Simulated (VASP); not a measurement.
# Sn (Cmce) in VASP: a series of runs

Runs on Sn. Level: r2SCAN. Tasks: single point.

All numbers are computed with VASP 6.6.1; they aren't measurements. Logs are shortened: lines on timing, memory, paths and dates and some standing lists are left out, and cuts for length are marked.

## 1. Starting point

Symmetry: Cmce, No. 64, orthorhombic system. The conventional cell has a = 5.605 Å, b = 9.499 Å, c = 5.612 Å, α = 90.00°, β = 90.00°, γ = 90.00°. Around Sn (site symmetry m) lie 7 Sn at 3.03 to 3.47 Å.

The cell was built by a generator and needn't be a form met in nature.

## 2. Single point, r2SCAN

The input, POSCAR:

```
Sn
1.0
    2.8023520570     -4.7494670463      0.0000000000
    2.8023520570      4.7494670463      0.0000000000
    0.0000000000      0.0000000000      5.6121593260
Sn
4
Direct
    0.1525000000      0.8475000000      0.0785000000
    0.6525000000      0.3475000000      0.4215000000
    0.8475000000      0.1525000000      0.9215000000
    0.3475000000      0.6525000000      0.5785000000
```

The input, INCAR.step1:

```
ALGO = Normal
EDIFF = 1E-4
ENCUT = 520
GGA = PE
ISMEAR = 0
LASPH = T
LCHARG = F
LREAL = F
LWAVE = T
NBANDS = 36
NELM = 100
PREC = Accurate
SIGMA = 0.1
```

The input, INCAR.step2:

```
ALGO = Normal
EDIFF = 1E-6
ENCUT = 520
ISIF = 2
ISMEAR = 0
ISTART = 1
LASPH = T
LCHARG = F
LMIXTAU = T
LREAL = F
LWAVE = F
METAGGA = R2SCAN
NBANDS = 36
NELM = 100
PREC = Accurate
SIGMA = 0.1
```

The input, KPOINTS:

```
k-points
0
Gamma
  4 4 4
```

Potentials or basis: VASP PAW PBE potentials, release 64 (Sn_d).

On the command line:

```console
$ cat potpaw_PBE.64/Sn_d/POTCAR > POTCAR
$ cp INCAR.step1 INCAR
$ mpirun -np 1 vasp_std > vasp.out
$ cp INCAR.step2 INCAR
$ mpirun -np 1 vasp_std > vasp.out
```

OUTCAR:

```text
EDIFF = 1E-6
   ENCUT = 520
   ISIF = 2
   ISMEAR = 0
   ISTART = 1
   LASPH = T
   LREAL = F
   METAGGA = R2SCAN
   NELM = 100
   PREC = Accurate

 ion  position               nearest neighbor table
   1  0.153  0.847  0.078-   3 3.03   4 3.36   4 3.36   2 3.40   2 3.40   3 3.47   3 3.47
   2  0.653  0.347  0.422-   4 3.03   3 3.36   3 3.36   1 3.40   1 3.40   4 3.47   4 3.47
   3  0.847  0.153  0.922-   1 3.03   2 3.36   2 3.36   4 3.40   4 3.40   1 3.47   1 3.47
   4  0.347  0.653  0.578-   2 3.03   1 3.36   1 3.36   3 3.40   3 3.40   2 3.47   2 3.47

  LATTYP: Found a base centered orthorhombic cell.
 ALAT       =     5.6047041140
 B/A-ratio  =     1.6948145521
 C/A-ratio  =     1.0013301705

  Lattice vectors:

 A1 = (   2.8023520570,  -4.7494670463,   0.0000000000)
 A2 = (   2.8023520570,   4.7494670463,   0.0000000000)
 A3 = (   0.0000000000,   0.0000000000,   5.6121593260)

Analysis of symmetry for initial positions (statically):
=====================================================================
 Subroutine PRICEL returns:
 Original cell was already a primitive cell.

 Routine SETGRP: Setting up the symmetry group for a
 base centered orthorhombic supercell.

 Subroutine GETGRP returns: Found  8 space group operations
 (whereof  4 operations were pure point group operations)
 out of a pool of  8 trial point group operations.

The static configuration has the point symmetry C_2h.
 The point group associated with its full space group is D_2h.

Analysis of symmetry for dynamics (positions and initial velocities):
=====================================================================
 Subroutine PRICEL returns:
 Original cell was already a primitive cell.

 Routine SETGRP: Setting up the symmetry group for a
 base centered orthorhombic supercell.

 Subroutine GETGRP returns: Found  8 space group operations
 (whereof  4 operations were pure point group operations)
 out of a pool of  8 trial point group operations.

The dynamic configuration has the point symmetry C_2h.
 The point group associated with its full space group is D_2h.

 Subroutine INISYM returns: Found  8 space group operations
 (whereof  4 operations are pure point group operations),
 and found     1 'primitive' translations

----------------------------------------------------------------------------------------

                                     Primitive cell

  volume of cell :     149.3921

  direct lattice vectors                    reciprocal lattice vectors
     2.802352057 -4.749467046  0.000000000     0.178421551 -0.105274970  0.000000000
     2.802352057  4.749467046  0.000000000     0.178421551  0.105274970  0.000000000
     0.000000000  0.000000000  5.612159326     0.000000000  0.000000000  0.178184535

  length of vectors
     5.514581967  5.514581967  5.612159326     0.207164353  0.207164353  0.178184535

  position of ions in fractional coordinates (direct lattice)
     0.152500000  0.847500000  0.078500000
     0.652500000  0.347500000  0.421500000
     0.847500000  0.152500000  0.921500000
     0.347500000  0.652500000  0.578500000

  ion indices of the primitive-cell ions
   primitive index   ion index
                 1           1
                 2           2
                 3           3
                 4           4

----------------------------------------------------------------------------------------

 KPOINTS: k-points

Automatic generation of k-mesh.
 Grid dimensions read from file:
 generate k-points for:    4    4    4

 Generating k-lattice:

  Cartesian coordinates                     Fractional coordinates (reciprocal lattice)
     0.044605388 -0.026318742  0.000000000     0.250000000  0.000000000  0.000000000
     0.044605388  0.026318742  0.000000000     0.000000000  0.250000000  0.000000000
     0.000000000  0.000000000  0.044546134     0.000000000  0.000000000  0.250000000

  Length of vectors
     0.051791088  0.051791088  0.044546134

  Shift w.r.t. Gamma in fractional coordinates (k-lattice)
     0.000000000  0.000000000  0.000000000

 Subroutine IBZKPT returns following result:
 ===========================================

 Found     21 irreducible k-points:

 Following reciprocal coordinates:
            Coordinates               Weight
  0.000000  0.000000  0.000000      1.000000
  0.250000  0.000000  0.000000      4.000000
  0.500000  0.000000  0.000000      2.000000
  0.250000  0.250000  0.000000      2.000000
  0.500000  0.250000  0.000000      4.000000
 -0.250000  0.250000  0.000000      2.000000
[... 13 lines left out ...]
 -0.250000  0.250000  0.500000      2.000000
  0.500000  0.500000  0.500000      1.000000
   k-points           NKPTS =     21   k-points in BZ     NKDIM =     21   number of bands    NBANDS=     36
   number of dos      NEDOS =    301   number of ions     NIONS =      4
   total plane-waves  NPLWV =  74088
   dimension x,y,z NGX =    42 NGY =   42 NGZ =   42
   dimension x,y,z NGXF=    84 NGYF=   84 NGZF=   84
   ions per type =               4
   NGX,Y,Z   is equivalent  to a cutoff of  12.66, 12.66, 12.44 a.u.
   NGXF,Y,Z  is equivalent  to a cutoff of  25.32, 25.32, 24.88 a.u.
 SYSTEM =  unknown system
   PREC   = accura    normal or accurate (medium, high low for compatibility)
   ISTART =      1    job   : 0-new  1-cont  2-samecut
   ICHARG =      0    charge: 1-file 2-atom 10-const
   ISPIN  =      1    spin polarized calculation?
   LNONCOLLINEAR =      F non collinear calculations
   LSORBIT =      F    spin-orbit coupling
   LASPH  =      T    aspherical Exc in radial PAW
   ENCUT  =  520.0 eV  38.22 Ry    6.18 a.u.  10.25 10.25 10.43*2*pi/ulx,y,z
   NELM   =    100;   NELMIN=  2; NELMDL=  0     # of ELM steps
   EDIFF  = 0.1E-05   stopping-criterion for ELM
   LREAL  =      F    real-space projection
   EDIFFG = 0.1E-04   stopping-criterion for IOM
   NSW    =      0    number of steps for IOM
   IBRION =     -1    ionic relax: 0-MD 1-quasi-New 2-CG
   NFREE  =      0    steps in history (QN), initial steepest desc. (CG)
   ISIF   =      2    stress and relaxation
   ISYM   =      2    0-nonsym 1-usesym 2-fastsym
   POTIM  = 0.5000    time-step for ionic-motion
   TEBEG  =    0.0;   TEEND  =   0.0 temperature during run
   PSTRESS=    0.0 pullay stress
   NELECT =      56.0000    total number of electrons
   NUPDOWN=      -1.0000    fix difference up-down
   EMIN   =  10.00;   EMAX   =-10.00  energy-range for DOS
   EFERMI =   0.00;   METHOD = LEGACY
   ISMEAR =     0;   SIGMA  =   0.10  broadening in eV -4-tet -1-fermi 0-gaus
   EFERMI_NEDOS =   21; number of points for ismear=-14 and -15
   IALGO  =     38    algorithm
   IMIX   =      4    mixing-type and parameters
     AMIX     =   0.40;   BMIX     =  1.00
     AMIX_MAG =   1.60;   BMIX_MAG =  1.00
  volume/ion in A,a.u.               =      37.35       252.04
  Fermi-wavevector in a.u.,A,eV,Ry     =   1.180398  2.230628 18.957521  1.393339
  Thomas-Fermi vector in A             =   2.316691
   LORBIT       =      0    0 simple, 1 ext, 2 COOP (PROOUT), +10 PAW based schemes
   METAGGA = R2SCAN    functional components
   LHFCALC =     F    Hartree Fock is set to
   AEXX    =    0.0000 exact exchange contribution
   IVDW    =     0    specifies the selected vdW correction
   LEPSILON=     F    determine dielectric tensor
   LRPA    =     F    only Hartree local field effects (RPA)
 non-spin polarized calculation
 Gauss-broadening in eV      SIGMA  =   0.10
  energy-cutoff  :      520.00
  volume of cell :      149.39
 maximum number of plane-waves:      4038
 NGX is ok and might be reduce to    42

 number of electron      55.9999979 magnetization

 Free energy of the ion-electron system (eV)
  ---------------------------------------------------
  ext. energy  EPLUGINS =         0.00000000
  ---------------------------------------------------
  free energy    TOTEN  =       -97.59602993 eV

  energy without entropy =      -97.58761877  energy(sigma->0) =      -97.59182435

 E-fermi :   4.7931     XC(G=0):  -9.4291

 val. band max:        4.7035299404   @ k =   0.0000   0.0000   0.5000
 cond. band min:       4.8431480723   @ k =  -0.2500   0.2500   0.5000
 fundamental gap:      0.1396181319
 Fermi energy:         4.7931112024

 k-point     1 :       0.0000    0.0000    0.0000
  band No.  band energies     occupation
      1     -17.5305      2.00000
      2     -17.5211      2.00000
      3     -17.5001      2.00000
      4     -17.4995      2.00000
      5     -17.4724      2.00000
      6     -17.4553      2.00000
[... 28 lines left out ...]
     35       8.5569      0.00000
     36       8.6365      0.00000

 k-point     2 :       0.2500    0.0000    0.0000
  band No.  band energies     occupation
      1     -17.5340      2.00000
      2     -17.5275      2.00000
      3     -17.4940      2.00000
      4     -17.4923      2.00000
      5     -17.4626      2.00000
      6     -17.4541      2.00000
[... 28 lines left out ...]
     35       8.4554      0.00000
     36       9.4183      0.00000

 k-point     3 :       0.5000    0.0000    0.0000
  band No.  band energies     occupation
      1     -17.5353      2.00000
      2     -17.5353      2.00000
      3     -17.4807      2.00000
      4     -17.4807      2.00000
      5     -17.4711      2.00000
      6     -17.4711      2.00000
[... 28 lines left out ...]
     35      10.2216      0.00000
     36      10.2216      0.00000
[... 625 lines left out ...]
 k-point    20 :      -0.2500    0.2500    0.5000
  band No.  band energies     occupation
      1     -17.5316      2.00000
      2     -17.5316      2.00000
      3     -17.4879      2.00000
      4     -17.4879      2.00000
      5     -17.4729      2.00000
      6     -17.4729      2.00000
[... 28 lines left out ...]
     35       9.8574      0.00000
     36       9.8574      0.00000

 k-point    21 :       0.5000    0.5000    0.5000
  band No.  band energies     occupation
      1     -17.5385      2.00000
      2     -17.5385      2.00000
      3     -17.4905      2.00000
      4     -17.4905      2.00000
      5     -17.4748      2.00000
      6     -17.4748      2.00000
[... 28 lines left out ...]
     35      10.7841      0.00000
     36      10.7841      0.00000

------------------------ aborting loop because EDIFF is reached ----------------------------------------

  FORCE on cell =-STRESS in cart. coord.  units (eV):
  Direction    XX          YY          ZZ          XY          YZ          ZX
  --------------------------------------------------------------------------------------
  -------------------------------------------------------------------------------------
  Total       -4.7240431     -3.8406496     -5.0433815      0.0000000      0.0000000      0.0000000
  in kB      -50.6636970    -41.1896123    -54.0884884      0.0000000      0.0000000      0.0000000
  external PRESSURE =     -48.6472659 kB  Pullay stress =       0.0000000 kB

 VOLUME and BASIS-vectors are now :
 -----------------------------------------------------------------------------
  energy-cutoff  :      520.00
  volume of cell :      149.39
      direct lattice vectors                 reciprocal lattice vectors
     2.802352057 -4.749467046  0.000000000     0.178421551 -0.105274970  0.000000000
     2.802352057  4.749467046  0.000000000     0.178421551  0.105274970  0.000000000
     0.000000000  0.000000000  5.612159326     0.000000000  0.000000000  0.178184535

 POSITION                                       TOTAL-FORCE (eV/Angst)
 -----------------------------------------------------------------------------------
      2.80235      3.30088      0.44055         0.000000     -0.621269      0.253542
      2.80235     -1.44859      2.36553         0.000000     -0.621269     -0.253542
      2.80235     -3.30088      5.17160         0.000000      0.621269     -0.253542
      2.80235      1.44859      3.24663         0.000000      0.621269      0.253542
 -----------------------------------------------------------------------------------
    total drift:                                0.000000      0.000000      0.000000

  FREE ENERGIE OF THE ION-ELECTRON SYSTEM (eV)
  ---------------------------------------------------
  free  energy   TOTEN  =       -97.5960299283 eV

  energy  without entropy=      -97.5876187704  energy(sigma->0) =      -97.59182435
```

Run time: 4.3 min. Hardware: 1 thread of Intel Xeon Platinum 8488C (Sapphire Rapids), shared host; peak memory 0.32 GiB.

Results:

```yaml
Free_energy: -97.5960 eV
Pressure: -4.9 GPa
Largest_force: 0.671 eV/Å
Band_gap_on_the_k_mesh: none (metal or under the smearing width)
```

Forces in eV/Å, atoms in the order of the input:
```
Sn   0.000 -0.621  0.254
Sn   0.000 -0.621 -0.254
Sn   0.000  0.621 -0.254
Sn   0.000  0.621  0.254
```

Stress tensor (GPa, compression positive):
```
-5.07  0.00  0.00
 0.00 -4.12  0.00
 0.00  0.00 -5.41
```

Caveat: the PAW data sets were made with another functional, which shifts forces and pressure a little.

## 3. Single point, r2SCAN

This run uses another cell than the first one: it holds 3 atoms, not 4.

The input, POSCAR:

```
Sn
1.0
    4.7973205750      0.0000000000      0.0000000000
   -2.3986602875      4.1546014881      0.0000000000
    0.0000000000      0.0000000000      5.4427207820
Sn
3
Direct
    0.2254000000      0.0000000000      0.3333333333
    0.0000000000      0.2254000000      0.6666666667
    0.7746000000      0.7746000000      0.0000000000
```

The input, INCAR.step1:

```
PREC     = Accurate       # precision mode
ENCUT    = 520            # plane-wave cutoff, eV
ISMEAR   = 0              # smearing method
SIGMA    = 0.1            # smearing width, eV
LREAL    = False          # projectors in reciprocal space
LASPH    = True           # aspherical terms in the spheres
NELM     = 100            # most SCF steps
NBANDS   = 28             # bands
GGA      = PE             # functional
ALGO     = Normal         # electronic algorithm
EDIFF    = 1E-4           # SCF threshold, eV
LWAVE    = True           # write WAVECAR
LCHARG   = False          # write CHGCAR
```

The input, INCAR.step2:

```
PREC     = Accurate       # precision mode
ENCUT    = 520            # plane-wave cutoff, eV
EDIFF    = 1E-6           # SCF threshold, eV
ISMEAR   = 0              # smearing method
SIGMA    = 0.1            # smearing width, eV
LREAL    = False          # projectors in reciprocal space
LASPH    = True           # aspherical terms in the spheres
NELM     = 100            # most SCF steps
ALGO     = Normal         # electronic algorithm
ISIF     = 2              # what is computed and relaxed
LWAVE    = False          # write WAVECAR
LCHARG   = True           # write CHGCAR
METAGGA  = R2SCAN         # meta-GGA
LMIXTAU  = True         
LELF     = True           # ELF
LVHAR    = True         
NBANDS   = 28             # bands
ISTART   = 1
```

The input, KPOINTS:

```
Automatic mesh
0
Gamma
  6 6 4
```

Potentials or basis: VASP PAW PBE potentials, release 64 (Sn_d).

On the command line:

```console
$ cat potpaw_PBE.64/Sn_d/POTCAR > POTCAR
$ cp INCAR.step1 INCAR
$ mpirun -np 1 vasp_std > vasp.out
$ cp INCAR.step2 INCAR
$ mpirun -np 1 vasp_std > vasp.out
```

It took 2.7 min on 1 thread of Intel Xeon Platinum 8259CL at 2.50GHz (Skylake/Cascade Lake), shared host; peak memory 0.25 GiB.

The run converged. Its results:

```
Free energy            : -71.8977 eV
Pressure               : 3.7 GPa
Largest force          : 3.115 eV/Å
Band gap on the k mesh : none (metal or under the smearing width)
```

Forces in eV/Å, atoms in the order of the input:
```
Sn   3.115  0.000  0.000
Sn  -1.558  2.698  0.000
Sn  -1.558 -2.698  0.000
```

Stress tensor (GPa, compression positive):
```
3.15 0.00 0.00
0.00 3.15 0.00
0.00 0.00 4.89
```

Levels at points of the mesh, in eV from the Fermi level:
```
           k point  band 18  band 19  band 20  band 21  band 22  band 23  band 24  band 25
(0.00, 0.00, 0.00)    -5.81    -1.23     0.04     0.04     0.21     0.21     2.29     4.65
(0.50, 0.00, 0.00)    -5.42    -2.72    -1.79    -1.23    -0.22     1.07     2.17     4.55
(0.00, 0.00, 0.50)    -2.06    -1.25    -0.35    -0.35     0.94     0.94     1.50     3.60
(0.50, 0.00, 0.50)    -5.19    -3.69    -1.53    -1.25     0.31     1.10     3.78     5.60
```

Caveat: the PAW data sets were made with another functional, which shifts forces and pressure a little.

## 4. Single point, r2SCAN

This run uses another cell than the first one, of 37.19 Å³/atom, 0.996 times its volume.

The input, POSCAR:

```
Sn
1.0
    3.4688966421     -2.2926753134      0.0000000000
    3.4688966421      2.2926753134      0.0000000000
    0.0000000000      0.0000000000      9.3523939792
Sn
4
Direct
    0.8500000000      0.1500000000      0.1170000000
    0.6500000000      0.3500000000      0.6170000000
    0.1500000000      0.8500000000      0.8830000000
    0.3500000000      0.6500000000      0.3830000000
```

The input, INCAR.step1:

```
ALGO = Normal
EDIFF = 1E-4
ENCUT = 520
GGA = PE
ISMEAR = 0
LASPH = True
LCHARG = False
LREAL = False
LWAVE = True
NBANDS = 36
NELM = 100
PREC = Accurate
SIGMA = 0.1
```

The input, INCAR.step2:

```
ALGO = Normal
EDIFF = 1E-6
ENCUT = 520
ISIF = 2
ISMEAR = 0
ISTART = 1
LASPH = True
LCHARG = False
LMIXTAU = True
LREAL = False
LWAVE = False
METAGGA = R2SCAN
NBANDS = 36
NELM = 100
PREC = Accurate
SIGMA = 0.1
```

The input, KPOINTS:

```
k-points
0
Gamma
  6 6 2
```

On the command line:

```console
$ cat potpaw_PBE.64/Sn_d/POTCAR > POTCAR
$ cp INCAR.step1 INCAR
$ mpirun -np 1 vasp_std > vasp.out
$ cp INCAR.step2 INCAR
$ mpirun -np 1 vasp_std > vasp.out
```

Wall time 3.1 min (1 thread of Intel Xeon 6975P-C (Granite Rapids), shared host); peak memory 0.33 GiB.

The run converged. Its results:

```yaml
Free_energy: -95.7045 eV
Pressure: -1.5 GPa
Largest_force: 2.764 eV/Å
Band_gap_on_the_k_mesh: none (metal or under the smearing width)
```

Forces in eV/Å, atoms in the order of the input:
```
Sn   0.000  1.400  2.384
Sn   0.000 -1.400  2.384
Sn   0.000 -1.400 -2.384
Sn   0.000  1.400 -2.384
```

Stress tensor (GPa, compression positive):
```
-5.52  0.00  0.00
 0.00 -1.50  0.00
 0.00  0.00  2.60
```

Levels at points of the mesh, in eV from the Fermi level:
```tsv
k point	band 24	band 25	band 26	band 27	band 28	band 29	band 30	band 31	band 32	band 33
(0.00, 0.00, 0.00)	-3.55	-2.39	0.38	1.05	2.00	2.12	2.26	2.57	2.82	3.24
(0.50, 0.00, 0.00)	-5.77	-3.45	-3.45	0.06	0.06	0.99	0.99	1.41	1.41	2.60
(0.50, 0.50, 0.00)	-3.53	-3.36	-2.03	-1.42	-1.17	-0.83	-0.14	0.55	1.51	1.75
(0.00, 0.00, 0.50)	-5.91	-0.25	-0.25	1.49	1.49	2.19	2.19	2.60	2.60	3.44
(0.50, 0.00, 0.50)	-5.96	-2.07	-2.07	-2.04	-2.04	0.72	0.72	1.91	1.91	4.46
(0.50, 0.50, 0.50)	-4.80	-3.07	-3.07	-1.22	-1.22	0.67	0.67	0.82	0.82	1.58
```

Caveat: the PAW data sets were made with another functional, which shifts forces and pressure a little.

## 5. The runs side by side

```tsv
cell	k mesh	gap on the mesh (eV)	pressure (GPa)	largest force (eV/Å)
Cmce, 37.35 Å³/atom	4 × 4 × 4	none	-4.9	0.67
P3_121, 36.16 Å³/atom	6 × 6 × 4	none	3.7	3.12
Cmce, 37.19 Å³/atom	6 × 6 × 2	none	-1.5	2.76
```

Alike in all rows: task single point; level r2SCAN; potentials or basis VASP PAW PBE potentials, release 64 (Sn_d); no spin polarisation; cutoff (eV) 520; smearing gaussian 0.1 eV.

Every run on the cell as given and a fine mesh finds a metal.

Caveats: the PAW data sets were made with another functional, which shifts forces and pressure a little.

Absolute energies hang on the potentials; compare differences alone.
